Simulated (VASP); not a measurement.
Wanted: the native input for a VASP 6.6.1 run.

```
Task                   : single point
Functional             : r2SCAN
Potentials or basis    : VASP PAW PBE potentials, release 64 (H, Te)
Cutoff                 : 520 eV
k mesh                 : 3 × 3 × 3, shifted
Occupations            : fermi-dirac, width 0.0893 eV
Spin                   : no spin polarisation
Dipole correction      : no
Further INCAR settings : ALGO = Normal; EDIFF = 1e-07; NBANDS = 29
```

Crystal: Te3H.

```
H Te
1.0
     3.23171    5.60119    0.00267
    -3.24355    5.60803   -0.00857
     0.01029   -0.00312    5.93610
H Te
2 6
Cartesian
  3.1047 5.5088 5.8197
  0.0835 0.1466 3.0918
  -1.2071 5.5613 1.4764
  -2.0983 7.4988 4.5378
  -1.0172 1.8068 1.4426
  1.2108 5.5162 4.4104
  -0.9488 9.3875 1.5137
  1.0415 9.3959 4.3743
```

The cell was built by a generator and needn't be a form met in nature.

These files were run (other wordings do the same):

POSCAR

```
Te3H
1.0
    3.2317081100      5.6011938500      0.0026696900
   -3.2435457400      5.6080281600     -0.0085671800
    0.0102911300     -0.0031187600      5.9360991800
H Te
2 6
Direct
    0.9708300000      0.0132050000      0.9799760000
    0.0253180000      0.0011480000      0.5208330000
    0.3101780000      0.6820010000      0.2495590000
    0.3449600000      0.9930430000      0.7657190000
    0.0039730000      0.3183500000      0.2434740000
    0.6791370000      0.3057320000      0.7431070000
    0.6920690000      0.9828650000      0.2561120000
    0.9997330000      0.6773240000      0.7374330000
```

INCAR.step1

```
PREC = Accurate
ENCUT = 520
ISMEAR = -1
SIGMA = 0.0893
LREAL = F
LASPH = T
NELM = 100
NBANDS = 29
GGA = PE
ALGO = Normal
EDIFF = 1E-4
LWAVE = T
LCHARG = F
```

INCAR.step2

```
PREC = Accurate
ENCUT = 520
EDIFF = 1E-7
ISMEAR = -1
SIGMA = 0.0893
LREAL = F
LASPH = T
NELM = 100
ALGO = Normal
ISIF = 2
LWAVE = F
LCHARG = T
METAGGA = R2SCAN
LMIXTAU = T
LELF = T
LVHAR = T
NBANDS = 29
ISTART = 1
```

KPOINTS

```
Automatic mesh
0
Gamma
  3 3 3
  0.5 0.5 0
```

Potentials or basis: VASP PAW PBE potentials, release 64 (H, Te).

Run with:

```sh
$ cat potpaw_PBE.64/H/POTCAR potpaw_PBE.64/Te/POTCAR > POTCAR
$ cp INCAR.step1 INCAR
$ mpirun -np 1 vasp_std > vasp.out
$ cp INCAR.step2 INCAR
$ mpirun -np 1 vasp_std > vasp.out
```

Results of the run:

| Property | Result |
| --- | --- |
| Pressure | -6.6 GPa |
| Largest force | 0.699 eV/Å |
| Band gap on the k mesh | none (metal or under the smearing width) |

Caveat: the k mesh is coarse (spacing up to 0.37 Å⁻¹), so the values aren't converged; the PAW data sets were made with another functional, which shifts forces and pressure a little.

Wall time 2.6 min on 1 thread of Intel(R) Xeon(R) 6975P-C (Granite Rapids), on a shared host, peak memory 0.38 GiB.
